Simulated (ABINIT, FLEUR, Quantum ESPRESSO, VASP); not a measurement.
**One calculation of Yb, 4 ways**

```
Yb
1.0
     0.02787    2.74064    2.75688
     2.75043    0.00117    2.78359
     2.73047    2.74738    0.02112
Yb
1
Cartesian
  -0.0061 -0.0270 0.0503
```

The given cell was strained at random by a few per cent at fixed volume.

Alike in all runs: task single point; functional PBE; k mesh 8 × 8 × 8; occupations fermi-dirac, width 0.05 eV; collinear spin, ferromagnetic start; no spin-orbit coupling. Pressure is positive in compression and, in plane waves, holds the error of the finite cutoff.

```json
{"program and potentials": "VASP, PBE PAW files Yb, 520 eV", "plane-wave cutoff (eV)": "520", "notes": "-", "band gap (eV)": "no gap", "pressure (GPa)": "-2.93", "net moment per atom (μB)": "0.00", "energy over the undisturbed cell (meV/atom)": "-"}
{"program and potentials": "FLEUR, all-electron, FLAPW", "plane-wave cutoff (eV)": "-", "notes": "-", "band gap (eV)": "no gap", "pressure (GPa)": "-", "net moment per atom (μB)": "0.00", "energy over the undisturbed cell (meV/atom)": "1.26"}
{"program and potentials": "Quantum ESPRESSO, SSSP 1.3 efficiency PBE", "plane-wave cutoff (eV)": "748", "notes": "-", "band gap (eV)": "no gap", "pressure (GPa)": "-2.87", "net moment per atom (μB)": "0.00", "energy over the undisturbed cell (meV/atom)": "0.78"}
{"program and potentials": "ABINIT, JTH PAW PBE v2.0", "plane-wave cutoff (eV)": "544", "notes": "-", "band gap (eV)": "no gap", "pressure (GPa)": "-2.80", "net moment per atom (μB)": "0.00", "energy over the undisturbed cell (meV/atom)": "0.75"}
```

None finds a gap. The pressure spans -2.93 (VASP, PBE PAW files Yb, 520 eV) to -2.80 GPa (ABINIT, JTH PAW PBE v2.0). All agree on the net moment per atom. The state is the one that the start led to, which needn't be the lowest.

Differences between rows come from potentials, basis sets and numerical settings, since the functional is the same but for its coding. Runs on potential files found faulty are left out.
